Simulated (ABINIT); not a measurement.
# CuAu (P4/mmm) in ABINIT: settings compared

The runs below take CuAu through band structure, with r2SCAN, SCAN.

Everything below comes from runs of ABINIT 10.8.3 (patched build). Logs are shortened: lines on timing, memory, paths and dates and some standing lists are left out, and cuts for length are marked. The log counts tension as positive stress, the text compression.

## (1) The structure

Symmetry: P4/mmm, No. 123, tetragonal system. Conventional cell: a = 2.811 Å, b = 2.811 Å, c = 3.685 Å, α = 90.00°, β = 90.00°, γ = 90.00°. Au (site symmetry 4/mmm) is surrounded by 8 Cu at 2.71 Å and 4 Au at 2.81 Å. Around Cu (site symmetry 4/mmm) lie 8 Au at 2.71 Å and 4 Cu at 2.81 Å.

## (2) Band structure, r2SCAN

Input file run.abi:

```
# Datasets: ground state, then fixed potential
ndtset 2

# Pseudopotentials
pp_dirpath "./"
pseudos "Au.GGA_PBE-JTH.xml, Cu.GGA_PBE-JTH.xml"

# Structure
acell 2.8107494552 2.8107494552 3.685 Angstrom
rprim
     1.0000000000     0.0000000000     0.0000000000
     0.0000000000     1.0000000000     0.0000000000
     0.0000000000     0.0000000000     1.0000000000
ntypat 2
znucl 79 29
natom 2
typat 1 2
xred
     0.0000000000     0.0000000000     0.0000000000
     0.5000000000     0.5000000000     0.5000000000

# Plane-wave basis
ecut 31.0
pawecutdg 53.0

# Exchange and correlation
ixc -497498
usekden 1
pawxcdev 0

# Bands and occupations
occopt 3
tsmear 0.00183747

# SCF cycle
nstep 100

# Output
iomode 3
prtwf 0
prteig 0
prtebands 0
prtden1 1
prtkden1 1

# Dataset 1
kptopt1 1
ngkpt1 9 9 7
nshiftk1 1
shiftk1 0.0 0.0 0.0
nband1 19
tolvrs1 1.0e-7

# Dataset 2: bands along G-X-M-G-Z-R-A-Z
iscf2 -2
getden2 1
getkden2 1
nband2 25
nbdbuf2 4
tolwfr2 1.0e-11
kptopt2 -7
ndivsm2 6
prteig2 1
kptbounds2
     0.0000000000     0.0000000000     0.0000000000
     0.0000000000     0.5000000000     0.0000000000
     0.5000000000     0.5000000000     0.0000000000
     0.0000000000     0.0000000000     0.0000000000
     0.0000000000     0.0000000000     0.5000000000
     0.0000000000     0.5000000000     0.5000000000
     0.5000000000     0.5000000000     0.5000000000
     0.0000000000     0.0000000000     0.5000000000
```

Potentials or basis: JTH PAW PBE v2.0.

Launch:

```bash
$ abinit run.abi > log 2>&1
```

run.abo:

```text
.Version 10.8.3 of ABINIT
 DATASET    1 : space group P4/m m m (#123); Bravais tP (primitive tetrag.)
================================================================================
 Values of the parameters that define the memory need for DATASET  1.
     intxc =       0    ionmov =       0      iscf =      17    lmnmax =      18
     lnmax =       6     mgfft =      36  mpssoang =       3    mqgrid =    3001
     natom =       2  nloc_mem =       2    nspden =       1   nspinor =       1
    nsppol =       1      nsym =      16    n1xccc =       1    ntypat =       2
    occopt =       3   xclevel =       2
       mpw =        1639          nfft =       32400          nkpt =          60
 PAW method is used; the additional fine FFT grid is defined by:
   mgfftf=        48    nfftf =     62208
================================================================================
================================================================================

 DATASET    2 : space group P4/m m m (#123); Bravais tP (primitive tetrag.)
================================================================================
 Values of the parameters that define the memory need for DATASET  2.
     intxc =       0    ionmov =       0      iscf =      -2    lmnmax =      18
     lnmax =       6     mgfft =      36  mpssoang =       3    mqgrid =    3001
     natom =       2  nloc_mem =       2    nspden =       1   nspinor =       1
    nsppol =       1      nsym =      16    n1xccc =       1    ntypat =       2
    occopt =       3   xclevel =       2
       mpw =        1646          nfft =       32400          nkpt =          61
 PAW method is used; the additional fine FFT grid is defined by:
   mgfftf=        48    nfftf =     62208
================================================================================
================================================================================

--------------------------------------------------------------------------------
------------- Echo of variables that govern the present computation ------------
--------------------------------------------------------------------------------
 -outvars: echo values of preprocessed input variables --------
            acell      5.3115466789E+00  5.3115466789E+00  6.9636407740E+00 Bohr
              amu      1.96966540E+02  6.35460000E+01
             ecut      3.10000000E+01 Hartree
           getden1          0
           getden2          1
          getkden1          0
          getkden2          1
             iscf1         17
             iscf2         -2
                       outvar_i_n : Printing only first  50 k-points.
              ixc     -497498
           jdtset        1    2
                       outvar_i_n : Printing only first  50 k-points.
           kptopt1          1
           kptopt2         -7
         kptrlatt        9    0    0      0    9    0      0    0    7
          kptrlen1     4.78039201E+01
          kptrlen2     3.00000000E+01
            natom           2
            nband1         19
            nband2         25
           nbdbuf1          0
           nbdbuf2          4
           ndtset           2
           ndivsm1          0
           ndivsm2          6
            ngfft          30      30      36
          ngfftdg          36      36      48
             nkpt1         60
             nkpt2         61
            nstep         100
             nsym          16
           ntypat           2
                       prtocc : prtvol=0, do not print more k-points.
           occopt           3
        pawecutdg      5.30000000E+01 Hartree
         pawxcdev           0
        prtebands           0
           prteig1          0
           prteig2          1
          prtkden           1
            prtwf           0
           shiftk1     0.00000000E+00  0.00000000E+00  0.00000000E+00
           shiftk2     5.00000000E-01  5.00000000E-01  5.00000000E-01
          spgroup         123
           tolvrs1     1.00000000E-07
           tolvrs2     0.00000000E+00
           tolwfr1     0.00000000E+00
           tolwfr2     1.00000000E-11
           tsmear      1.83747000E-03 Hartree
            typat      1  2
          usekden           1
           useylm           1
                       outvars : Printing only first  50 k-points.
           xangst      0.0000000000E+00  0.0000000000E+00  0.0000000000E+00
                       1.4053747276E+00  1.4053747276E+00  1.8425000000E+00
            xcart      0.0000000000E+00  0.0000000000E+00  0.0000000000E+00
                       2.6557733394E+00  2.6557733394E+00  3.4818203870E+00
             xred      0.0000000000E+00  0.0000000000E+00  0.0000000000E+00
                       5.0000000000E-01  5.0000000000E-01  5.0000000000E-01
            znucl       79.00000   29.00000

[... 246 lines left out ...]

 Real(R)+Recip(G) space primitive vectors, cartesian coordinates (Bohr,Bohr^-1):
 R(1)=  5.3115467  0.0000000  0.0000000  G(1)=  0.1882691  0.0000000  0.0000000
 R(2)=  0.0000000  5.3115467  0.0000000  G(2)=  0.0000000  0.1882691  0.0000000
 R(3)=  0.0000000  0.0000000  6.9636408  G(3)=  0.0000000  0.0000000  0.1436030
 Unit cell volume ucvol=  1.9646191E+02 bohr^3
 Angles (23,13,12)=  9.00000000E+01  9.00000000E+01  9.00000000E+01 degrees

 Coarse grid specifications (used for wave-functions):

 getcut: wavevector=  0.0000  0.0000  0.0000  ngfft=  30  30  36
         ecut(hartree)=     31.000   => boxcut(ratio)=   2.06262

 Fine grid specifications (used for densities):

 getcut: wavevector=  0.0000  0.0000  0.0000  ngfft=  36  36  48
         ecut(hartree)=     53.000   => boxcut(ratio)=   2.06813
--------------------------------------------------------------------------------

================================================================================
 Non-SCF case, kpt    1 (  0.00000  0.00000  0.00000), residuals and eigenvalues=
  7.46E-12  6.27E-12  4.13E-12  3.02E-12  4.10E-12  9.76E-12  7.53E-12  4.26E-12
  8.71E-12  3.61E-12  8.02E-12  9.58E-12  9.12E-12  7.67E-12  9.89E-12  5.73E-12
  6.46E-12  6.24E-12  5.31E-12  6.25E-12  7.79E-12  7.58E-12  8.54E-12  9.85E-11
  2.15E-10
 -3.9955E+00 -2.3731E+00 -2.3727E+00 -2.3727E+00 -9.8390E-02  1.7222E-02
  2.4307E-02  1.1433E-01  1.1433E-01  1.5356E-01  1.6385E-01  1.8868E-01
  2.0590E-01  2.1476E-01  2.1476E-01  3.5435E-01  5.8127E-01  6.6224E-01
  6.6224E-01  9.0714E-01  9.1853E-01  9.6035E-01  1.0844E+00  1.0844E+00
  1.1242E+00
 Non-SCF case, kpt    2 (  0.00000  0.06250  0.00000), residuals and eigenvalues=
[... 585 lines left out ...]
  5.0818E-02  1.2211E-01  1.2568E-01  1.2759E-01  1.5367E-01  1.5697E-01
  1.8408E-01  1.8445E-01  1.8944E-01  1.9719E-01  7.9168E-01  8.0585E-01
  8.1574E-01  8.2663E-01  8.9835E-01  8.9976E-01  9.9865E-01  1.0629E+00
  1.0772E+00
 Non-SCF case, kpt   61 (  0.00000  0.00000  0.50000), residuals and eigenvalues=
  6.27E-12  7.50E-12  8.27E-12  7.00E-12  5.72E-12  4.61E-12  7.28E-12  4.49E-12
  4.74E-12  6.83E-12  7.49E-12  4.42E-12  6.24E-12  6.96E-12  6.46E-12  9.96E-12
  5.09E-12  3.21E-12  7.07E-12  7.15E-12  7.52E-12  7.89E-12  1.79E-11  5.92E-07
  4.37E-05
 -3.9955E+00 -2.3731E+00 -2.3727E+00 -2.3727E+00 -3.0245E-02  2.6662E-02
  5.1906E-02  1.2619E-01  1.2619E-01  1.2654E-01  1.5013E-01  1.6215E-01
  1.8239E-01  1.8413E-01  1.8413E-01  1.9628E-01  8.2883E-01  8.3567E-01
  8.3567E-01  8.5645E-01  8.5645E-01  8.6670E-01  9.6106E-01  1.0616E+00
  1.0623E+00

Result for kinetic energy density :

--------------------------------------------------------------------------------
 Total kinetic energy density [Ha/Bohr^3]
)     Maximum=    1.2493E+00  at reduced coord.    0.5000    0.5000    0.5000
)     Minimum=    1.9788E-03  at reduced coord.    0.0000    0.0000    0.0000
   Integrated=    2.0253E+01
--------------------------------------------------------------------------------

--- !ResultsGS
iteration_state: {dtset: 2, }
comment   : Summary of ground state results
lattice_vectors:
- [  5.3115467,   0.0000000,   0.0000000, ]
- [  0.0000000,   5.3115467,   0.0000000, ]
- [  0.0000000,   0.0000000,   6.9636408, ]
lattice_lengths: [   5.31155,    5.31155,    6.96364, ]
lattice_angles: [ 90.000,  90.000,  90.000, ] # degrees, (23, 13, 12)
lattice_volume:   1.9646191E+02
convergence: {deltae:  0.000E+00, res2:  0.000E+00, residm:  9.997E-12, diffor:  0.000E+00, }
etotal    :  -1.77664946E+02
entropy   :   0.00000000E+00
fermie    :   2.70962154E-01
cartesian_stress_tensor: null
pressure_GPa: null
xred      :
- [  0.0000E+00,   0.0000E+00,   0.0000E+00, Au]
- [  5.0000E-01,   5.0000E-01,   5.0000E-01, Cu]
cartesian_forces: null
force_length_stats: {min: null, max: null, mean: null, }
...

 Integrated electronic density in atomic spheres:
 ------------------------------------------------
 Atom  Sphere_radius  Integrated_density
    1        2.50870          9.58362866
    2        2.00090         17.35224590

================================================================================

 ----iterations are completed or convergence reached----

 Mean square residual over all n,k,spin=   66.057E-13; max=  99.973E-13
 reduced coordinates (array xred) for    2 atoms
       0.000000000000      0.000000000000      0.000000000000
       0.500000000000      0.500000000000      0.500000000000

 cartesian coordinates (angstrom) at end:
    1      0.00000000000000     0.00000000000000     0.00000000000000
    2      1.40537472760000     1.40537472760000     1.84250000000000
 length scales=  5.311546678873  5.311546678873  6.963640773970 bohr
              =  2.810749455200  2.810749455200  3.685000000000 angstroms
 Eigenvalues (hartree) for nkpt=  61  k points:
 kpt#   1, nband= 25, wtk=  1.00000, kpt=  0.0000  0.0000  0.0000 (reduced coord)
  -3.99550   -2.37312   -2.37273   -2.37273   -0.09839    0.01722    0.02431    0.11433
   0.11433    0.15356    0.16385    0.18868    0.20590    0.21476    0.21476    0.35435
   0.58127    0.66224    0.66224    0.90714    0.91853    0.96035    1.08442    1.08442
   1.12419
 kpt#   2, nband= 25, wtk=  1.00000, kpt=  0.0000  0.0625  0.0000 (reduced coord)
  -3.99550   -2.37311   -2.37276   -2.37273   -0.09490    0.01908    0.02617    0.11213
   0.11512    0.15200    0.16442    0.18854    0.20451    0.20947    0.21406    0.36442
   0.57772    0.64108    0.66812    0.90752    0.94454    0.96111    1.06711    1.09047
   1.11011
 kpt#   3, nband= 25, wtk=  1.00000, kpt=  0.0000  0.1250  0.0000 (reduced coord)
  -3.99549   -2.37311   -2.37283   -2.37272   -0.08469    0.02355    0.03263    0.10576
   0.11744    0.14749    0.16582    0.18836    0.19766    0.20081    0.21202    0.39045
   0.55509    0.60959    0.68522    0.89645    0.95842    1.01357    1.03242    1.08385
   1.10830
 kpt#   4, nband= 25, wtk=  1.00000, kpt=  0.0000  0.1875  0.0000 (reduced coord)
  -3.99549   -2.37310   -2.37294   -2.37271   -0.06861    0.02919    0.04433    0.09611
[... 274 lines left out ...]
  -3.99549   -2.37313   -2.37278   -2.37278   -0.01539    0.03439    0.04800    0.11343
   0.12340    0.13169    0.14650    0.16081    0.18396    0.18700    0.20014    0.20314
   0.74794    0.75595    0.76700    0.80193    0.92982    0.95629    1.05619    1.06980
   1.10308
 kpt#  60, nband= 25, wtk=  1.00000, kpt=  0.0455  0.0455  0.5000 (reduced coord)
  -3.99550   -2.37314   -2.37275   -2.37275   -0.02649    0.02861    0.05082    0.12211
   0.12568    0.12759    0.15367    0.15697    0.18408    0.18445    0.18944    0.19719
   0.79168    0.80585    0.81574    0.82663    0.89835    0.89976    0.99865    1.06290
   1.07724
 kpt#  61, nband= 25, wtk=  1.00000, kpt=  0.0000  0.0000  0.5000 (reduced coord)
  -3.99550   -2.37314   -2.37273   -2.37273   -0.03024    0.02666    0.05191    0.12619
   0.12619    0.12654    0.15013    0.16215    0.18239    0.18413    0.18413    0.19628
   0.82883    0.83567    0.83567    0.85645    0.85645    0.86670    0.96106    1.06163
   1.06229

== END DATASET(S) ==============================================================
================================================================================

 -outvars: echo values of variables after computation  --------
            acell      5.3115466789E+00  5.3115466789E+00  6.9636407740E+00 Bohr
           etotal1    -1.7766494560E+02
            fcart1    -0.0000000000E+00 -0.0000000000E+00 -0.0000000000E+00
                      -0.0000000000E+00 -0.0000000000E+00 -0.0000000000E+00
           strten1    -1.4714120626E-05 -1.4714120626E-05  1.5077743032E-05
                       0.0000000000E+00  0.0000000000E+00  0.0000000000E+00
           xangst      0.0000000000E+00  0.0000000000E+00  0.0000000000E+00
                       1.4053747276E+00  1.4053747276E+00  1.8425000000E+00
             xred      0.0000000000E+00  0.0000000000E+00  0.0000000000E+00
                       5.0000000000E-01  5.0000000000E-01  5.0000000000E-01
 Calculation completed.
```

It took 16 min on 1 thread of AMD EPYC 7R43 (Zen 3), shared host; peak memory 0.17 GiB.

What came out:

* Free energy: -4834.5095 eV
* Pressure: 0.1 GPa
* Band gap on the k mesh: none (metal or under the smearing width)
* Valence electrons inside the program's atomic spheres: Au 9.58; Cu 17.35

Levels at the corners of the path, in eV from the Fermi level:
```
point  band 12  band 13  band 14  band 15  band 16  band 17  band 18  band 19
    Γ    -2.24    -1.77    -1.53    -1.53     2.27     8.44    10.65    10.65
    X    -3.04    -2.46    -2.23    -0.86    -0.19     9.88    10.05    11.88
    M    -1.70    -1.43    -1.43     0.77     0.77     5.36     7.29    10.88
    Γ    -2.24    -1.77    -1.53    -1.53     2.27     8.44    10.65    10.65
    Z    -2.96    -2.41    -2.36    -2.36    -2.03    15.18    15.37    15.37
    R    -1.80    -1.65    -1.63    -0.98    -0.96     2.76     4.68    17.17
    A    -2.21    -1.80    -1.69     5.76     5.76     5.91     6.45     7.23
    Z    -2.96    -2.41    -2.36    -2.36    -2.03    15.18    15.37    15.37
```

Caveat: totals of a meta-GGA on PAW files have another zero than those of a GGA; the PAW data sets were made with another functional, which shifts forces and pressure a little; spin-orbit coupling is left out, which moves the levels of the heavy elements.

## (3) Band structure, SCAN

run.abi, as its differences from that of step 2:

```diff
@@ -26,3 +26,3 @@
 # Exchange and correlation
-ixc -497498
+ixc -263267
 usekden 1
```

Potentials or basis: JTH PAW PBE v2.0.

Launch:

```bash
$ abinit run.abi > log 2>&1
```

run.abo:

```text
.Version 10.8.3 of ABINIT
 DATASET    1 : space group P4/m m m (#123); Bravais tP (primitive tetrag.)
================================================================================
 Values of the parameters that define the memory need for DATASET  1.
     intxc =       0    ionmov =       0      iscf =      17    lmnmax =      18
     lnmax =       6     mgfft =      36  mpssoang =       3    mqgrid =    3001
     natom =       2  nloc_mem =       2    nspden =       1   nspinor =       1
    nsppol =       1      nsym =      16    n1xccc =       1    ntypat =       2
    occopt =       3   xclevel =       2
       mpw =        1639          nfft =       32400          nkpt =          60
 PAW method is used; the additional fine FFT grid is defined by:
   mgfftf=        48    nfftf =     62208
================================================================================
================================================================================

 DATASET    2 : space group P4/m m m (#123); Bravais tP (primitive tetrag.)
================================================================================
[... 1304 lines left out ...]
   1.05872
 kpt#  61, nband= 25, wtk=  1.00000, kpt=  0.0000  0.0000  0.5000 (reduced coord)
  -4.00952   -2.38139   -2.38103   -2.38103   -0.04049    0.02420    0.04590    0.12175
   0.12477    0.12477    0.14714    0.15924    0.17885    0.18131    0.18131    0.19329
   0.82390    0.82390    0.82773    0.85377    0.85377    0.86516    0.95506    1.04342
   1.05947

== END DATASET(S) ==============================================================
================================================================================

 -outvars: echo values of variables after computation  --------
            acell      5.3115466789E+00  5.3115466789E+00  6.9636407740E+00 Bohr
           etotal1    -1.7916694539E+02
            fcart1    -0.0000000000E+00 -0.0000000000E+00 -0.0000000000E+00
                      -0.0000000000E+00 -0.0000000000E+00 -0.0000000000E+00
           strten1     1.0710620031E-04  1.0710620031E-04  1.2024394069E-04
                       0.0000000000E+00  0.0000000000E+00  0.0000000000E+00
           xangst      0.0000000000E+00  0.0000000000E+00  0.0000000000E+00
                       1.4053747276E+00  1.4053747276E+00  1.8425000000E+00
             xred      0.0000000000E+00  0.0000000000E+00  0.0000000000E+00
                       5.0000000000E-01  5.0000000000E-01  5.0000000000E-01
 Calculation completed.
```

Wall time 16 min (1 thread of AMD EPYC 7R43 (Zen 3), shared host); peak memory 0.17 GiB.

What came out:

* Free energy: -4875.3810 eV
* Pressure: -3.3 GPa
* Band gap on the k mesh: none (metal or under the smearing width)
* Valence electrons inside the program's atomic spheres: Au 9.58; Cu 17.34

Stress tensor (GPa, compression positive):
```
-3.15  0.00  0.00
 0.00 -3.15  0.00
 0.00  0.00 -3.54
```

Levels at the corners of the path, in eV from the Fermi level:
| point | band 11 | band 12 | band 13 | band 14 | band 15 | band 16 | band 17 | band 18 | band 19 | band 20 |
| --- | --- | --- | --- | --- | --- | --- | --- | --- | --- | --- |
| Γ | -2.85 | -2.18 | -1.71 | -1.44 | -1.44 | 2.16 | 8.39 | 10.56 | 10.56 | 17.43 |
| X | -3.04 | -2.99 | -2.40 | -2.16 | -0.85 | -0.15 | 9.68 | 10.01 | 11.84 | 12.03 |
| M | -1.64 | -1.64 | -1.34 | -1.34 | 0.69 | 0.69 | 5.16 | 7.31 | 10.96 | 12.28 |
| Γ | -2.85 | -2.18 | -1.71 | -1.44 | -1.44 | 2.16 | 8.39 | 10.56 | 10.56 | 17.43 |
| Z | -3.23 | -2.90 | -2.37 | -2.30 | -2.30 | -1.97 | 15.19 | 15.19 | 15.29 | 16.00 |
| R | -1.85 | -1.74 | -1.58 | -1.55 | -1.06 | -1.02 | 2.63 | 4.77 | 17.22 | 17.32 |
| A | -3.21 | -2.16 | -1.64 | -1.64 | 5.59 | 5.59 | 5.91 | 6.12 | 7.13 | 7.49 |
| Z | -3.23 | -2.90 | -2.37 | -2.30 | -2.30 | -1.97 | 15.19 | 15.19 | 15.29 | 16.00 |

Caveat: totals of a meta-GGA on PAW files have another zero than those of a GGA; the PAW data sets were made with another functional, which shifts forces and pressure a little; spin-orbit coupling is left out, which moves the levels of the heavy elements.
